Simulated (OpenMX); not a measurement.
# HfS2: equation of state with PBE

Crystal: HfS2.

```
Hf S
1.0
     3.63966    0.00000    0.00000
    -1.81983    3.15204    0.00000
     0.00000    0.00000    6.05556
Hf S
1 2
Direct
  0.00000 0.00000 0.00000
  0.33333 0.66667 0.23605
  0.66667 0.33333 0.76395
```

The cell is a database's computed one.

```yaml
Program: OpenMX 3.8.5
Task: equation of state
Functional: PBE
Potentials_or_basis: OpenMX 2013 PBE set, Hf7.0-s3p2d2, S7.0-s2p2d1, fixed grid of 36 × 36 × 72 points
k_mesh: 9 × 9 × 5
Occupations: fermi-dirac, width 0.05 eV
Spin: no spin polarisation
```

```yaml
Equilibrium_volume: 23.94 Å³/atom
Bulk_modulus_at_fixed_shape_and_positions: 90 GPa
Pressure_derivative_of_the_bulk_modulus: 3.9
```

Energy against volume, from the lowest point:
| volume (Å³/atom) | energy (meV/atom) |
| --- | --- |
| 21.768 | 63.94 |
| 22.231 | 38.14 |
| 22.694 | 19.45 |
| 23.157 | 7.26 |
| 23.620 | 0.96 |
| 24.084 | 0.00 |
| 24.547 | 3.92 |

Caveat: volumes in these bases differ from converged ones by about 1 %, for some elements by several; the cell was scaled at fixed shape and fractional positions, which overstates the stiffness of a crystal with free parameters, most of all of layers and chains; this functional lacks dispersion, which binds the layers, so the pressure and a relaxed spacing across them are unreliable; the basis of atomic orbitals isn't converged, which shifts pressures, moduli and gaps. Spin-orbit coupling is left out, which matters for the levels of Hf.
